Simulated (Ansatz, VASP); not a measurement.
# LiH (rock-salt LiH, size series) in two plane-wave programs

One calculation is typed for both programs; each brings its own data sets. How far apart do they land? The structure shown is the end of the Ansatz relaxation below.

Calculated with Ansatz 0.2.0; plane waves, with VASP 6.6.1 beside it; single point at PBE.

## 1. Set-up

The cell holds 216 atoms: 108 Li and 108 H. Cell: a = 12.202 Å, b = 12.081 Å, c = 12.081 Å, α = 90.0°, β = 90.0°, γ = 90.0°. It derives from LiH (rock-salt), repeated 3×3×3. As first built, before any earlier steps moved the atoms (in the runner's words): rock-salt LiH (a = 4.083 A), 3 x 3 x 3 conventional cells; ideal positions.

## 2. Ansatz: relaxation, PBE

Ansatz runs on its default PAW (the set named soft_2) files.

This run makes the geometry at which the two programs are then compared.

The input, input.yaml:

```yaml
crystal:
  lattice:
    - [12.2017, 0.0, 0.0]
    - [0.0, 12.08089, 0.0]
    - [0.0, 0.0, 12.08089]
  atoms:
    - { symbol: Li, position: [0.0, 0.0, 0.0] }
    - { symbol: H, position: [0.16667, 0.0, 0.0] }
    - { symbol: Li, position: [0.0, 0.16667, 0.16667] }
    - { symbol: H, position: [0.16667, 0.16667, 0.16667] }
    - { symbol: Li, position: [0.16667, 0.0, 0.16667] }
    - { symbol: H, position: [0.0, 0.0, 0.16667] }
    - { symbol: Li, position: [0.16667, 0.16667, 0.0] }
    - { symbol: H, position: [0.0, 0.16667, 0.0] }
    - { symbol: Li, position: [0.0, 0.0, 0.33333] }
    - { symbol: H, position: [0.16667, 0.0, 0.33333] }
    - { symbol: Li, position: [0.0, 0.16667, 0.5] }
    - { symbol: H, position: [0.16667, 0.16667, 0.5] }
    - { symbol: Li, position: [0.16667, 0.0, 0.5] }
    - { symbol: H, position: [0.0, 0.0, 0.5] }
    - { symbol: Li, position: [0.16667, 0.16667, 0.33333] }
    - { symbol: H, position: [0.0, 0.16667, 0.33333] }
    - { symbol: Li, position: [0.0, 0.0, 0.66667] }
    - { symbol: H, position: [0.16667, 0.0, 0.66667] }
    - { symbol: Li, position: [0.0, 0.16667, 0.83333] }
    - { symbol: H, position: [0.16667, 0.16667, 0.83333] }
    - { symbol: Li, position: [0.16667, 0.0, 0.83333] }
    - { symbol: H, position: [0.0, 0.0, 0.83333] }
    - { symbol: Li, position: [0.16667, 0.16667, 0.66667] }
    - { symbol: H, position: [0.0, 0.16667, 0.66667] }
    - { symbol: Li, position: [0.0, 0.33333, 0.0] }
    - { symbol: H, position: [0.16667, 0.33333, 0.0] }
    - { symbol: Li, position: [0.0, 0.5, 0.16667] }
    - { symbol: H, position: [0.16667, 0.5, 0.16667] }
    - { symbol: Li, position: [0.16667, 0.33333, 0.16667] }
    - { symbol: H, position: [0.0, 0.33333, 0.16667] }
[... 180 atom lines left out ...]
    - { symbol: Li, position: [0.66667, 0.83333, 0.83333] }
    - { symbol: H, position: [0.83333, 0.83333, 0.83333] }
    - { symbol: Li, position: [0.83333, 0.66667, 0.83333] }
    - { symbol: H, position: [0.66667, 0.66667, 0.83333] }
    - { symbol: Li, position: [0.83333, 0.83333, 0.66667] }
    - { symbol: H, position: [0.66667, 0.83333, 0.66667] }
kpoints:
  mp_grid: { grid: [1, 1, 1] }
hamiltonian:
  xc: pbe
scf:
  occupations: { method: fixed }
output:
  forces: true
  eigenvalues: true
  stress: true
relax:
  f_tol: 0.05
  max_steps: 70
```

The run is started by

```console
$ ansatz run input.yaml --threads 4 --pin off --max-ram 8192MiB --backend cpu --events-out ev --progress --plain --runs-dir out
```

Numbers of over 12 decimals in the logs are rounded to 6 here.

The program printed:

```text
Warning: the atoms were moved onto the symmetric positions of the space group found under crystal.symmetry.tolerance 1.0e-5 (fractional; no operation is sought that the atoms, as they stand in a round, miss by more than twice it, and no atom is moved by as much as it), and the run uses the moved positions. Before a round's move an operation carried an atom to 1.40e-4 Å from where it should land, the largest such dist [...]
[...]
- { symbol: H, position: [0.333333, 0.0, 0.833333] }
    - { symbol: Li, position: [0.5, 0.166667, 0.666667] }
    - { symbol: H, position: [0.333333, 0.166667, 0.666667] }
    - { symbol: Li, position: [0.333333, 0.333333, 0.0] }
    - { symbol: H, position: [0.5, 0.333333, 0.0] }
    - { symbol: Li, position: [0.333333, 0.5, 0.166667] }
    - { symbol: H, position: [0.5, 0.5, 0.166667] }
    - { symbol: Li, position: [0.5, 0.333333, 0.166667] }
    - { symbol: H, position: [0.333333, 0.333333, 0.166667] }
    - { symbol: Li, position: [0.5, 0.5, 0.0] }
    - { symbol: H, position: [0.333333, 0.5, 0.0] }
    - { symbol: Li, position: [0.333333, 0.333333, 0.333333] }
    - { symbol: H, position: [0.5, 0.333333, 0.333333] }
    - { symbol: Li, position: [0.333333, 0.5, 0.5] }
    - { symbol: H, position: [0.5, 0.5, 0.5] }
    - { symbol: Li, position: [0.5, 0.333333, 0.5] }
    - { symbol: H, position: [0.333333, 0.333333, 0.5] }
    - { symbol: Li, position: [0.5, 0.5, 0.333333] }
    - { symbol: H, position: [0.333333, 0.5, 0.333333] }
    - { symbol: Li, position: [0.333333, 0.333333, 0.666667] }
    - { symbol: H, position: [0.5, 0.333333, 0.666667] }
    - { symbol: Li, position: [0.333333, 0.5, 0.833333] }
    - { symbol: H, position: [0.5, 0.5, 0.833333] }
    - { symbol: Li, position: [0.5, 0.333333, 0.833333] }
    - { symbol: H, position: [0.333333, 0.333333, 0.833333] }
    - { symbol: Li, position: [0.5, 0.5, 0.666667] }
    - { symbol: H, position: [0.333333, 0.5, 0.666667] }
    - { symbol: Li, position: [0.333333, 0.666667, 0.0] }
    - { symbol: H, position: [0.5, 0.666667, 0.0] }
    - { symbol: Li, position: [0.333333, 0.833333, 0.166667] }
    - { symbol: H, position: [0.5, 0.833333, 0.166667] }
    - { symbol: Li, position: [0.5, 0.666667, 0.166667] }
    - { symbol: H, position: [0.333333, 0.666667, 0.166667] }
    - { symbol: Li, position: [0.5, 0.833333, 0.0] }
    - { symbol: H, position: [0.333333, 0.833333, 0.0] }
    - { symbol: Li, position: [0.333333, 0.666667, 0.333333] }
    - { symbol: H, position: [0.5, 0.666667, 0.333333] }
    - { symbol: Li, position: [0.333333, 0.833333, 0.5] }
    - { symbol: H, position: [0.5, 0.833333, 0.5] }
    - { symbol: Li, position: [0.5, 0.666667, 0.5] }
    - { symbol: H, position: [0.333333, 0.666667, 0.5] }
    - { symbol: Li, position: [0.5, 0.833333, 0.333333] }
    - { symbol: H, position: [0.333333, 0.833333, 0.333333] }
    - { symbol: Li, position: [0.333333, 0.666667, 0.666667] }
    - { symbol: H, position: [0.5, 0.666667, 0.666667] }
    - { symbol: Li, position: [0.333333, 0.833333, 0.833333] }
    - { symbol: H, position: [0.5, 0.833333, 0.833333] }
    - { symbol: Li, position: [0.5, 0.666667, 0.833333] }
[...]
- { symbol: Li, position: [0.666667, 0.666667, 0.333333] }
    - { symbol: H, position: [0.833333, 0.666667, 0.333333] }
    - { symbol: Li, position: [0.666667, 0.833333, 0.5] }
    - { symbol: H, position: [0.833333, 0.833333, 0.5] }
    - { symbol: Li, position: [0.833333, 0.666667, 0.5] }
    - { symbol: H, position: [0.666667, 0.666667, 0.5] }
    - { symbol: Li, position: [0.833333, 0.833333, 0.333333] }
    - { symbol: H, position: [0.666667, 0.833333, 0.333333] }
    - { symbol: Li, position: [0.666667, 0.666667, 0.666667] }
    - { symbol: H, position: [0.833333, 0.666667, 0.666667] }
    - { symbol: Li, position: [0.666667, 0.833333, 0.833333] }
    - { symbol: H, position: [0.833333, 0.833333, 0.833333] }
    - { symbol: Li, position: [0.833333, 0.666667, 0.833333] }
    - { symbol: H, position: [0.666667, 0.666667, 0.833333] }
    - { symbol: Li, position: [0.833333, 0.833333, 0.666667] }
    - { symbol: H, position: [0.666667, 0.833333, 0.666667] }
```

## 3. VASP: single point, PBE

The same cell, functional and mesh now go to VASP, with its own data sets.

Lines of VASP's logs that name or quote its potential files are left out, and so is its time.

The input, INCAR:

```
SYSTEM = LiH
PREC = Accurate
ENCUT = 750
EDIFF = 1E-06
NELM = 120
ISMEAR = 0
SIGMA = 0.01
LREAL = Auto
ALGO = Normal
GGA = PE
NBANDS = 367
LORBIT = 11
LWAVE = .FALSE.
LCHARG = .FALSE.
ISIF = 2
LASPH = .TRUE.
GGA_COMPAT = .FALSE.
EFERMI = MIDGAP
```

The input, POSCAR:

```
LiH
1.0
   12.2017000000      0.0000000000      0.0000000000
    0.0000000000     12.0808900000      0.0000000000
    0.0000000000      0.0000000000     12.0808900000
Li H
108 108
Direct
    0.0000000000      0.0000000000      0.0000000000
    0.0000000000      0.1666700000      0.1666700000
    0.1666700000      0.0000000000      0.1666700000
    0.1666700000      0.1666700000      0.0000000000
    0.0000000000      0.0000000000      0.3333300000
    0.0000000000      0.1666700000      0.5000000000
    0.1666700000      0.0000000000      0.5000000000
    0.1666700000      0.1666700000      0.3333300000
    0.0000000000      0.0000000000      0.6666700000
    0.0000000000      0.1666700000      0.8333300000
    0.1666700000      0.0000000000      0.8333300000
    0.1666700000      0.1666700000      0.6666700000
    0.0000000000      0.3333300000      0.0000000000
    0.0000000000      0.5000000000      0.1666700000
    0.1666700000      0.3333300000      0.1666700000
    0.1666700000      0.5000000000      0.0000000000
    0.0000000000      0.3333300000      0.3333300000
    0.0000000000      0.5000000000      0.5000000000
    0.1666700000      0.3333300000      0.5000000000
    0.1666700000      0.5000000000      0.3333300000
    0.0000000000      0.3333300000      0.6666700000
    0.0000000000      0.5000000000      0.8333300000
    0.1666700000      0.3333300000      0.8333300000
    0.1666700000      0.5000000000      0.6666700000
    0.0000000000      0.6666700000      0.0000000000
    0.0000000000      0.8333300000      0.1666700000
    0.1666700000      0.6666700000      0.1666700000
    0.1666700000      0.8333300000      0.0000000000
    0.0000000000      0.6666700000      0.3333300000
    0.0000000000      0.8333300000      0.5000000000
[... 180 atom lines left out ...]
    0.6666700000      0.6666700000      0.5000000000
    0.6666700000      0.8333300000      0.3333300000
    0.8333300000      0.6666700000      0.6666700000
    0.8333300000      0.8333300000      0.8333300000
    0.6666700000      0.6666700000      0.8333300000
    0.6666700000      0.8333300000      0.6666700000
```

The input, KPOINTS:

```
Automatic mesh
0
Gamma
1 1 1
0 0 0
```

The projector-augmented-wave data sets are Li_sv and H (PBE family, release 64).

The run is started by

```console
$ export OMP_NUM_THREADS=3
$ mpirun -np 1 vasp_gam
```

The program printed:

```text
[banner, memory and clock lines left out]
running    1 mpi-ranks, on    1 nodes
[...]
Offloading initialized ...    1 GPUs detected
[...]
LDA part: xc-table for (Slater+PW92), standard interpolation
 POSCAR, INCAR and KPOINTS ok, starting setup
[...]
entering main loop
       N       E                     dE             d eps       ncg     rms          rms(c)
DAV:   1     0.431150689234E+04    0.43115E+04   -0.23903E+05   750   0.165E+03
DAV:   2     0.138512409662E+03   -0.41730E+04   -0.36211E+04   782   0.449E+02
DAV:   3    -0.517638396452E+03   -0.65615E+03   -0.64280E+03  1116   0.132E+02
DAV:   4    -0.666901672810E+03   -0.14926E+03   -0.14751E+03  1260   0.561E+01
[...]
DAV:  14    -0.659234948131E+03    0.97815E-04   -0.66951E-05   868   0.201E-02    0.955E-03
DAV:  15    -0.659234943755E+03    0.43756E-05   -0.26856E-05   980   0.769E-03    0.929E-03
DAV:  16    -0.659234944363E+03   -0.60796E-06   -0.11385E-06   500   0.332E-03
   1 F= -.65923494E+03 E0= -.65923494E+03  d E =0.000000E+00
```

From OUTCAR (step 3):

```text
  FREE ENERGIE OF THE ION-ELECTRON SYSTEM (eV)
  ---------------------------------------------------
  free  energy   TOTEN  =      -659.2349443633 eV

  energy  without entropy=     -659.2349443633  energy(sigma->0) =     -659.23494436

[... 1 further part left out ...]
```

The run ends at a pressure of -0.55 GPa, with forces up to 0.025 eV/Å.

## 4. Side by side

Known differences besides the potentials themselves: fixed occupations in Ansatz, narrow Gaussian smearing in VASP; Ansatz takes its cutoff from its data sets, VASP runs at 750 eV. Total energies have different zeros and are not compared.

Compared:

| quantity | Ansatz | VASP | difference |
| --- | --- | --- | --- |
| pressure (GPa) | -0.38 | -0.55 | +0.17 |
| gap on the k mesh (eV) | 2.873 | 2.869 | +0.005 |

At this near-relaxed geometry the largest component of a force difference is 25 meV/Å. A gap on the mesh is an upper bound, since the band edges may lie between its points.

## 5. Summary of results

```yaml
difference_in_gap_on_the_k_mesh_single_point_pbe: 0.0047 eV
r_m_s_force_difference_single_point_pbe: 8.2 meV/Å
```

What this shows: The r.m.s. force difference is 8.2 meV/Å (single point, PBE), within the 12 meV/Å picked in this series as the mark of a large difference. VASP runs on this material, other cells of it included, that failed, so that no pair exists: single point, PBE (refused). 1 further run of this series is not shown here. Such differences can come from data sets, numerical settings and the points named under the comparisons, not from the functional's error against experiment.

[Lines on the potential files, build, host, timing and source positions are cut from VASP's logs without a mark.]

[Logs are printed without paths, hosts, clocks, repeated set-up lines and the standing remarks that a program may print on its own settings, such as how far it seeks lower states.]

[Hosts, paths, dates, database ids (printed as entryN), source tags and the programs' standing remarks are cut or masked in the printed files.]
